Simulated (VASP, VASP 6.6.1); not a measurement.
# Li₂Pd lattice constants: a short c axis and an unsettled k mesh

## Experiment

Li₂Pd was obtained as dendrites grown from a lithium flux, and its hexagonal cell was determined by X-ray diffraction with a LeBail refinement ("Single crystal growth from light, volatile, and reactive materials using lithium and calcium flux", 2014, arXiv:1402.6004). A LeBail fit extracts the cell from the peak positions without needing a structural model for the intensities, so it suits a comparison of lattice constants. The measuring temperature is not given with the values. A separate published structure refinement in the COD has a = 4.222 Å and c = 2.724 Å, shorter than the flux-grown sample by 0.009 Å along both axes. That is roughly 0.2 % in a and 0.3 % in c, a first indication of how far two determinations of this compound can differ.

| compared with | measured | method |
| --- | --- | --- |
| lattice constant a of the conventional cell (Å) | 4.231 | XRD, LeBail refinement |
| lattice constant c of the conventional cell (Å) | 2.733 | XRD, LeBail refinement |

Conditions are those given with the value in the passage it was taken from; "not stated" means there, and the paper may say more elsewhere.

## Plan

I want both lattice constants of Li₂Pd within 0.5 % of the flux-grown sample. That is tight enough to expose the usual errors of a density functional for metals, which run to about one per cent, and still wider than the difference between the two diffraction cells.

The model is the three-atom AlB₂-type cell, with lithium on the honeycomb layers and palladium between them. Symmetry fixes all atomic positions, so only a and c relax. I start from the COD cell stretched by 3 % in volume and relax twice, so that the second pass rebuilds the plane-wave basis for the new cell.

My choice of functional is PBEsol, a gradient approximation made for the equilibrium volumes of densely packed solids. I skip LDA as a first step although it is simpler, because it overbinds metals and would be expected to give a cell that is too small. The calculation treats static nuclei at zero temperature. Zero-point motion of the light lithium and thermal expansion would both enlarge the cell, together by a few tenths of a per cent up to perhaps one per cent in length, so a sound static result should lie somewhat below experiment. I judge the static values directly against the target, then test mesh and cutoff, and set one neighbouring functional beside the result.

System: Li2Pd; P6/mmm (No. 191), 3 atoms in the cell; conventional a = 4.222, c = 2.724 A, from a published structure refinement (COD).

On the selection of runs and values: Further runs on this system are not shown.

## 1. PBEsol relaxation of the cell

I begin with PBEsol at 650 eV on a 10×10×14 mesh, a reasonably dense sampling for a small metallic cell. I expect both axes slightly shorter than measured.

**Run 1.** VASP 6.6.1: PBEsol; 650 eV, 10x10x14 k mesh; cell and atoms relaxed, relaxed twice.

Key lines of the input:
```
ALGO = Normal
EDIFF = 1E-06
EDIFFG = -0.004
ENCUT = 650
GGA = PS
IBRION = 2
ISIF = 3
ISMEAR = 1
NBANDS = 14
NELM = 100
NSW = 50
PREC = Accurate
SIGMA = 0.15
KPOINTS: Gamma, 10 10 14
PAW data sets: Pd Li_sv (PBE 64)
```

Command:
```
mpirun -np 4 vasp_std
```

Selected lines of the output:
```
 reached required accuracy - stopping structural energy minimisation
  external PRESSURE =       0.0073298 kB  Pullay stress =       0.0000000 kB
     4.215877269  0.000000000  0.000000000     0.237198556  0.136946650  0.000000000
     0.000000000 -0.000000000  2.644294644     0.000000000  0.000000000  0.378172683
```

Converged; 55 s on 4 cores of Intel Xeon 6975P-C (Granite Rapids), shared host (all steps together).

| quantity | run 1 | measured | deviation |
| --- | --- | --- | --- |
| lattice constant a of the conventional cell (Å) | 4.216 | 4.231 | −0.015 (−0.4 %) |
| lattice constant c of the conventional cell (Å) | 2.644 | 2.733 | −0.089 (−3.2 %) |
| volume of the conventional cell (Å³) | 40.70 |  |  |
| space group at the end | P6/mmm |  |  |
| pressure left at the end (GPa) | 0.00073 |  |  |

The a axis is within the target, 0.4 % short, but c is 3.2 % short, far outside it. I had expected a small shortfall on both axes. Missing thermal and zero-point expansion has the right sign, but a shift of this size along one axis alone is more than I would credit to it. The COD cell does not help either: its c is also far longer than the computed one.

The relaxation itself ended properly, with symmetry kept and almost no pressure left. With a nearly right and c much too short, the error is one of shape as much as of volume, and in a metal the balance between the two axes can depend on how well the Fermi surface is sampled.

## 2. Denser mesh and higher cutoff

Before I question the functional I test the two numerical settings separately, with a 14×14×18 mesh at the same cutoff and 850 eV at the same mesh. If sampling distorts the cell, c should move visibly in the first run. I expect the cutoff to matter less, since the second pass already rebuilt the basis at the relaxed cell.

**Run 2.** VASP 6.6.1: PBEsol; 650 eV, 14x14x18 k mesh; cell and atoms relaxed, relaxed twice.

Key lines of the input, as changed from run 1:
```diff
- KPOINTS: Gamma, 10 10 14
+ KPOINTS: Gamma, 14 14 18
```

Selected lines of the output:
```
  volume of cell :       40.57
     4.192917351  0.000000000  0.000000000     0.238497427  0.137696554  0.000000000
     0.000000000  0.000000000  2.664597154     0.000000000  0.000000000  0.375291251
```

Converged; 95 s of wall time (all steps together).

**Run 3.** VASP 6.6.1: PBEsol; 850 eV, 10x10x14 k mesh; cell and atoms relaxed, relaxed twice.

Key lines of the input, as changed from run 1:
```diff
- ENCUT = 650
+ ENCUT = 850
```

Selected lines of the output:
```
     4.222002675  0.000000000  0.000000000     0.236854421  0.136747964  0.000000000
     0.000000000  0.000000000  2.646411202     0.000000000  0.000000000  0.377870226
```

Converged; 91 s of wall time (all steps together).

| quantity | run 2 | run 3 | measured |
| --- | --- | --- | --- |
| lattice constant a of the conventional cell (Å) | 4.193 | 4.222 | 4.231 |
| lattice constant c of the conventional cell (Å) | 2.665 | 2.646 | 2.733 |
| volume of the conventional cell (Å³) | 40.57 | 40.85 |  |
| space group at the end | P6/mmm | P6/mmm |  |
| pressure left at the end (GPa) | −0.02642 | −0.03312 |  |

The mesh matters and the cutoff hardly does. Raising the cutoff lengthens a by 0.006 Å and c by 0.002 Å, changes so small that the stopping thresholds of the relaxations may account for part of them. The denser mesh shortens a by 0.023 Å and lengthens c by 0.020 Å while the volume stays nearly the same, so sampling acts mainly on the shape of the cell.

This takes away the earlier hit. On the denser mesh a is 0.9 % too short and c still 2.5 % too short, so PBEsol misses both targets on this mesh. The agreement in a on the first mesh did not survive better sampling. With two meshes that differ this much I can't call the shape converged, but the move in c recovers less than a quarter of its original shortfall.

## 3. Two functionals of different construction

The remaining gap in c makes me look beyond PBEsol. I take r2SCAN, a meta-GGA that depends on the kinetic-energy density, and rev-vdW-DF2, which has a nonlocal correlation term. Both run on the 10×10×14 mesh, so the fair comparison is with the first PBEsol run, and shifts of about 0.02 Å in either axis carry no weight. They also include the non-spherical gradient terms inside the PAW spheres, which the PBEsol runs leave out. If the short c is particular to PBEsol, at least one of them should lengthen it clearly.

**Run 4.** VASP 6.6.1: r2SCAN; 650 eV, 10x10x14 k mesh; cell and atoms relaxed, relaxed twice, LASPH on.

Key lines of the input, as changed from run 1:
```diff
- GGA = PS
+ LASPH = .TRUE.
+ METAGGA = R2SCAN
```

Selected lines of the output:
```
     4.238918534 -0.000000000  0.000000000     0.235909228  0.136202256 -0.000000000
     0.000000000  0.000000000  2.655789965     0.000000000  0.000000000  0.376535800
```

Converged; 3.5 min of wall time (all steps together).

**Run 5.** VASP 6.6.1: rev-vdW-DF2; 650 eV, 10x10x14 k mesh; cell and atoms relaxed, relaxed twice, LASPH on.

Key lines of the input, as changed from run 4:
```diff
+ AGGAC = 0
+ GGA = MK
- METAGGA = R2SCAN
+ LUSE_VDW = .TRUE.
+ PARAM1 = 0.1234
+ PARAM2 = 0.711357
+ ZAB_VDW = -1.8867
```

Selected lines of the output:
```
     4.230029425  0.000000000  0.000000000     0.236404975  0.136488476  0.000000000
     0.000000000 -0.000000000  2.675950222     0.000000000 -0.000000000  0.373699029
```

Converged; 4.1 min of wall time (all steps together).

| quantity | run 4 | run 5 | measured |
| --- | --- | --- | --- |
| lattice constant a of the conventional cell (Å) | 4.239 | 4.230 | 4.231 |
| lattice constant c of the conventional cell (Å) | 2.656 | 2.676 | 2.733 |
| volume of the conventional cell (Å³) | 41.33 | 41.47 |  |
| space group at the end | P6/mmm | P6/mmm |  |
| pressure left at the end (GPa) | −0.00270 | −0.00557 |  |

Neither functional removes the shortfall in c. On the same mesh, r2SCAN lengthens c by only about 0.01 Å over PBEsol, within the shift that I had said would carry no weight. rev-vdW-DF2 gains 0.032 Å, about a third of what was missing, and still ends 2.1 % short.

Both give a within the target, rev-vdW-DF2 almost exactly. I don't count these as secure hits, because the PBEsol value of a moved by 0.023 Å between two meshes and these runs use the coarser one. What the three functionals share is a cell too flat for its width, with c well below both diffraction values.

## 4. A third mesh for the cell shape

The cell shape is the unexplained part, and sampling is the one numerical setting shown to change it clearly. I have already used the denser mesh, so I add a deliberately coarse one, 6×6×7 with PBEsol, to see how a and c respond over a wider range. A steady trend in c would make the 14×14×18 result easier to trust; an irregular one would mean that two meshes say little about the remaining error. The coarse values themselves will not be used to judge the functional.

**Run 6.** VASP 6.6.1: PBEsol; 650 eV, 6x6x7 k mesh; cell and atoms relaxed, relaxed twice.

Key lines of the input, as changed from run 1:
```diff
- KPOINTS: Gamma, 10 10 14
+ KPOINTS: Gamma, 6 6 7
```

Selected lines of the output:
```
     4.233132897  0.000000000  0.000000000     0.236231657  0.136388411  0.000000000
     0.000000000  0.000000000  2.639608036     0.000000000  0.000000000  0.378844126
```

Converged; 17 s of wall time (all steps together).

| quantity | run 6 | measured | deviation |
| --- | --- | --- | --- |
| lattice constant a of the conventional cell (Å) | 4.233 | 4.231 | +0.002 (+0.1 %) |
| lattice constant c of the conventional cell (Å) | 2.640 | 2.733 | −0.093 (−3.4 %) |
| volume of the conventional cell (Å³) | 40.96 |  |  |
| space group at the end | P6/mmm |  |  |
| pressure left at the end (GPa) | −0.00317 |  |  |

Both axes move in one direction as the mesh gets denser, a downwards and c upwards, but the steps don't shrink. From the coarsest mesh to the middle one c grows by 0.005 Å, and from there to the densest by 0.020 Å; for a the two steps are 0.017 and 0.023 Å, both downwards. That is not the steady approach to a limit I had hoped for, so the 14×14×18 cell is the best sampled of the three but not shown to be converged, and I don't extrapolate from it.

The coarsest mesh also gives the PBEsol value of a closest to experiment, only 0.002 Å too long, together with the worst c. With sampling this coarse, the close match in a says nothing for the functional. On all three meshes c stays at least 2.5 % short.

## Summary of runs

| run | settings | lattice constant a of the conventional cell (Å) | deviation | lattice constant c of the conventional cell (Å) | deviation | cost |
| --- | --- | --- | --- | --- | --- | --- |
| 1 | PBEsol, 650 eV, 10x10x14 k mesh | 4.216 | −0.015 (−0.4 %) | 2.644 | −0.089 (−3.2 %) | 3.7 core-min |
| 2 | PBEsol, 650 eV, 14x14x18 k mesh | 4.193 | −0.038 (−0.9 %) | 2.665 | −0.068 (−2.5 %) | 6.4 core-min |
| 3 | PBEsol, 850 eV, 10x10x14 k mesh | 4.222 | −0.009 (−0.2 %) | 2.646 | −0.087 (−3.2 %) | 6.1 core-min |
| 4 | r2SCAN, 650 eV, 10x10x14 k mesh, LASPH on | 4.239 | +0.008 (+0.2 %) | 2.656 | −0.077 (−2.8 %) | 14 core-min |
| 5 | rev-vdW-DF2, 650 eV, 10x10x14 k mesh, LASPH on | 4.230 | −0.001 (−0.0 %) | 2.676 | −0.057 (−2.1 %) | 17 core-min |
| 6 | PBEsol, 650 eV, 6x6x7 k mesh | 4.233 | +0.002 (+0.1 %) | 2.640 | −0.093 (−3.4 %) | 67 core-s |
|  | measured | 4.231 |  | 2.733 |  |  |

## Verdict

PBEsol misses the target on both axes. On the 14×14×18 mesh, the best sampled of my runs, a is 0.9 % and c 2.5 % too short, at a cost of 6.4 core-minutes. The closer values of a on the coarser meshes did not survive the densest one and don't count as successes.

The mesh test mattered most, because it overturned the apparent hit in a. The cutoff test showed only small changes. The coarse mesh added at the end showed that the cell shape was not settling steadily, but brought no more reliable value. r2SCAN and rev-vdW-DF2 matched a on the middle mesh and left c 2.8 % and 2.1 % short. Without denser meshes for them, I can't rank them or rely on their agreement in a.

Zero-point motion and thermal expansion are missing from the calculation. Both should lengthen the cell, by perhaps up to one per cent together, which could cover the shortfall in a but hardly that in c. The remaining sampling error is of unknown size. From the middle to the densest mesh c moved towards experiment and a away from it, so better sampling need not improve both. The non-spherical terms omitted from the PBEsol runs and the choice of PAW data sets were not tested separately.

The short c therefore remains unexplained. The two diffraction cells agree on a much longer axis, which makes a simple error in the measured length unlikely. Whether the real crystals match the fully ordered, stoichiometric model is another matter: a LeBail fit does not test site occupancies. I would settle the mesh convergence before blaming either the functional or the sample.

[Logs are printed without paths, hosts, clocks, repeated set-up lines and the standing remarks that a program may print on its own settings, such as how far it seeks lower states.]

[The runs shown are a pick from a larger set of finished runs; failed, doubtful and other runs were left out of it ahead of writing. So were measured values far from every level or from commonly accepted values, and agreement can look better than it is. Lines of input and output are excerpts and may be shortened.]
